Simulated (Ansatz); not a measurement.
Geometry optimisation, DFT PBE, scalar-relativistic, plane waves, PAW (Ansatz 0.2.0).

Input:

```yaml
crystal:
  lattice:
    - [0.0, 5.43, 5.43]
    - [5.43, 0.0, 5.43]
    - [5.43, 5.43, 0.0]
  atoms:
    - { symbol: Si, position: [0.0, 0.0, 0.0] }
    - { symbol: Si, position: [0.125, 0.125, 0.125] }
    - { symbol: Si, position: [0.0, 0.0, 0.5] }
    - { symbol: Si, position: [0.125, 0.125, 0.625] }
    - { symbol: Si, position: [0.0, 0.5, 0.0] }
    - { symbol: Si, position: [0.125, 0.625, 0.125] }
    - { symbol: Si, position: [0.0, 0.5, 0.5] }
    - { symbol: Si, position: [0.125, 0.625, 0.625] }
    - { symbol: Si, position: [0.5, 0.0, 0.0] }
    - { symbol: Si, position: [0.625, 0.125, 0.125] }
    - { symbol: Si, position: [0.5, 0.0, 0.5] }
    - { symbol: Si, position: [0.625, 0.125, 0.625] }
    - { symbol: Si, position: [0.5, 0.5, 0.0] }
    - { symbol: Si, position: [0.625, 0.625, 0.125] }
    - { symbol: Si, position: [0.5, 0.5, 0.5] }
    - { symbol: Si, position: [0.625, 0.625, 0.625] }
    - { symbol: Si, position: [0.8098527, 0.3107408, 0.8161652] }
basis:
  ecutwfc: 420.0
kpoints:
  mp_grid: { grid: [2, 2, 2] }
hamiltonian:
  xc: pbe
  pseudopotentials: { kind: paw, azcp: { folder: soft_1 } }
scf:
  occupations: { method: fermi_dirac, width: 0.05 }
  lower_state_search: "off"
relax:
  f_tol: 0.03
  max_steps: 60
  adjacent_minimum: "off"
```

Launched with:

```bash
$ ansatz run input.yaml --threads 1 --pin off --max-ram 3072MiB --backend cpu --events-out ev --progress --plain --runs-dir out
```

Question: Where does it end, and by what steps?

Answer: It converged. The force dipped under the threshold on the way, but the program's further checks kept it going. Limits of this set-up: coarse k mesh. After 8 steps the energy has fallen by 1.006 eV; Si12 moved furthest, 0.47 Å. Joined: Si12–Si17 (3.52 → 2.61 Å).

```tsv
step	energy less start (eV)	largest force component (eV/Å)	accepted
0	0.0000	2.396	yes
1	-0.7098	1.008	yes
2	-0.9439	0.125	yes
3	-0.9607	0.078	yes
4	-0.9664	0.033	yes
5	-0.9889	0.124	yes
6	-1.0038	0.069	yes
7	-1.0056	0.024	yes
8	-1.0056	0.024	yes
```

```xyz
17
Lattice="0.0000 5.4300 5.4300 5.4300 0.0000 5.4300 5.4300 5.4300 0.0000" Properties=species:S:1:pos:R:3
Si -0.047 0.020 -0.049
Si 1.318 1.333 1.315
Si 2.649 2.777 0.059
Si 3.888 4.192 1.468
Si 2.622 -0.094 2.618
Si 3.971 1.255 3.968
Si 5.384 2.669 2.734
Si 6.749 4.034 4.045
Si 0.065 2.779 2.648
Si 1.474 4.187 3.897
Si 2.964 5.679 2.965
Si 4.347 7.061 4.343
Si 2.735 2.668 5.381
Si 4.049 4.033 6.745
Si 5.493 5.364 5.489
Si 6.908 6.604 6.897
Si 5.850 8.567 5.862
```

Whether the end is a true minimum wasn't checked by a vibrational analysis.

Run time: 36 s on 1 thread of Arm Neoverse V2, with other jobs on the host, peak memory 0.49 GiB.
